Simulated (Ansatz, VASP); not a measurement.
**BeS: VASP beside Ansatz**

```xyz
2
Lattice="0.0000 2.3557 2.3557 2.3557 0.0000 2.3557 2.3557 2.3557 0.0000" Properties=species:S:1:pos:R:3 pbc="T T T"
Be    0.0000    0.0000    0.0000
S     3.5335    3.5335    3.5335
```

Alike in both runs: functional PBEsol; k mesh 8 × 8 × 8; no spin polarisation.

Ansatz relaxed the structure, and its values are those at the end. VASP's run is a single point on that final structure, the one shown.

|  | VASP | Ansatz |
| --- | --- | --- |
| version | VASP 6.6.1 | Ansatz 0.2.0 |
| potentials or method | VASP PAW PBE potentials, release 64 (Be, S) | scalar-relativistic, plane waves, PAW |
| plane-wave cutoff (eV) | 520 | 420 |
| occupations | gaussian, width 0.01 eV | fixed |
| valence electrons in the cell | 8 | 8 |

|  | VASP | Ansatz | Ansatz less VASP |
| --- | --- | --- | --- |
| gap on the k mesh at the Fermi level (eV) | 2.72 | 2.71 | -0.004 |
| least direct gap on the mesh (eV) | 5.55 | 5.52 | -0.030 |
| pressure (GPa) | 9.2 | 9.0 | -0.18 |

Caveats: the PAW data sets were made with another functional, which shifts forces and pressure a little (VASP). As with any semilocal functional, this PBEsol gap is likely too small. A k mesh can miss the band edges.
